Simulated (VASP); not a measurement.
A run of VASP 6.6.1 is set up as follows.

INCAR

```
SYSTEM = Te
ALGO = Normal ; BPARAM = 11.95
CPARAM = 0.0093 ; EDIFF = 1E-6
EDIFFG = -0.01 ; ENCUT = 600
IBRION = 2 ; ISIF = 3
ISMEAR = 0 ; IVDW_NL = 2
LASPH = .True. ; LCHARG = .False.
LMIXTAU = .True. ; LREAL = .False.
LUSE_VDW = .True. ; LWAVE = .False.
METAGGA = R2SCAN ; NELM = 80
NSW = 90 ; PREC = Accurate
SIGMA = 0.03
```

The input KPOINTS:

```
k-points
0
Gamma
  9 9 6
  0 0 0
```

File POSCAR:

```
Te
1.0
    4.4540000000      0.0000000000      0.0000000000
   -2.2270000000      3.8572771485      0.0000000000
    0.0000000000      0.0000000000      5.9240000000
Te
3
Direct
    0.2690000000      0.0000000000      0.3333333333
    0.0000000000      0.2690000000      0.6666666667
    0.7310000000      0.7310000000      0.0000000000
```

Potentials or basis: VASP PAW PBE potentials, release 64 (Te).

Launch:

```bash
$ cat potpaw_PBE.64/Te/POTCAR > POTCAR
$ mpirun -np 1 vasp_std > vasp.out
```

(1) What does it give for the space group after relaxing (to 0.05 Å)?

(2) Estimate the relaxed volume.

(3) Predict the band gap on the k mesh.

(4) Predict the relaxed cell.

Answers

(1) P3_121 (No. 152).

(2) 34.37 Å³/atom.

(3) 0.31 eV, direct.

(4) a = 4.471 Å, b = 4.471 Å, c = 5.956 Å, α = 90.00°, β = 90.00°, γ = 120.00°.

Caveat: the PAW data sets were made with another functional, which shifts forces and pressure a little; spin-orbit coupling is left out, which moves the levels of the heavy elements; an odd mesh through Γ misses points on the zone boundary, where band edges often lie.
